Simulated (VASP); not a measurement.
GaP:

```xyz
2
Lattice="0.0000 2.7252 2.7252 2.7252 0.0000 2.7252 2.7252 2.7252 0.0000" Properties=species:S:1:pos:R:3 pbc="T T T"
Ga    0.0000    0.0000    0.0000
P     1.3626    1.3626    1.3626
```

```yaml
Program: VASP 6.6.1
Task: relaxation of cell and atoms
Functional: PBE
Potentials_or_basis: VASP PAW PBE potentials, release 64 (Ga_d, P)
Cutoff: 600 eV
k_mesh: 8 × 8 × 8
Occupations: gaussian, width 0.03 eV
Spin: no spin polarisation
```

At the start: pressure 2.4 GPa; volume 20.24 Å³/atom.

Task: Where does the relaxation end?

Result: Over 3 steps the energy falls by 4.6 meV/atom and the volume is 20.86 Å³/atom (+3.1 %); space group F-43m (No. 216, to 0.05 Å).

The path:
```tsv
step	energy change (eV)	largest force (eV/Å)	pressure (GPa)	volume (Å³)
1	0.0000	0.0000	2.42	40.48
2	-0.0073	0.0000	-1.04	42.30
3	-0.0092	0.0000	0.05	41.72
```

Final structure:
```xyz
2
Lattice="0.0000 2.7528 2.7528 2.7528 0.0000 2.7528 2.7528 2.7528 0.0000" Properties=species:S:1:pos:R:3 pbc="T T T"
Ga    0.0000    0.0000    0.0000
P     1.3764    1.3764    1.3764
```
